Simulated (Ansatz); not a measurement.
Write the native input for Ansatz 0.2.0 that does the following.

- Task: projected density of states
- Functional: r2SCAN0
- Potentials or basis: Ansatz PAW
- Cutoff: 500 eV (not typed: the program's choice for these potentials)
- k mesh: 5 × 4 × 4
- Occupations: fermi-dirac, width 0.05 eV
- Spin: no spin polarisation

Crystal: Sb.

```xyz
2
Lattice="3.1224 0.0000 0.0000 0.0000 4.3475 0.0000 -0.0389 0.0000 4.4059" Properties=species:S:1:pos:R:3 pbc="T T T"
Sb    0.0262    1.0869    1.0625
Sb    3.0573    3.2606    3.3433
```

This isn't the form of Sb at room conditions, which is rhombohedral.

These files were run (other wordings do the same):

input.yaml

```yaml
crystal:
  lattice:
    - [3.122402, 0.0, 0.0]
    - [0.0, 4.347518, 0.0]
    - [-0.038915, 0.0, 4.405852]
  atoms:
    - { symbol: Sb, position: [0.011389, 0.25, 0.241166] }
    - { symbol: Sb, position: [0.988611, 0.75, 0.758834] }
hamiltonian:
  xc: r2scan0
  pseudopotentials: { kind: paw }
kpoints:
  mp_grid: { grid: [5, 4, 4] }
scf:
  occupations: { method: fermi_dirac, width: 0.05 }
  n_extra_bands: 6
output:
  forces: true
  stress: true
  eigenvalues: true
  dos: { projected: true, de: 0.05 }
```

Potentials or basis: Ansatz PAW.

Run with:

```sh
$ ansatz run input.yaml --threads 2 --pin off --max-ram 5632MiB --backend cpu --events-out ev --progress --plain --runs-dir out
```

It gave:

| Item | Value |
| --- | --- |
| Pressure | -2.0 GPa |
| Largest force | 0.171 eV/Å |
| Band gap on the k mesh | none (metal or under the smearing width) |
| Density of states at the Fermi level | 0.85 states/eV per cell |

Caveat: the k mesh is coarse (spacing up to 0.40 Å⁻¹), so the values aren't converged, least of all with exact exchange; the PAW data sets come from PBE, with cores solved anew for the run's functional, which leaves a small shift of forces and pressure; the density of states is complete only up to the lowest level of the last band computed; the thresholds are loose for stress.

Run time: 44 s on 2 threads of Arm Neoverse V2 (shared host), peak memory 1.6 GiB.
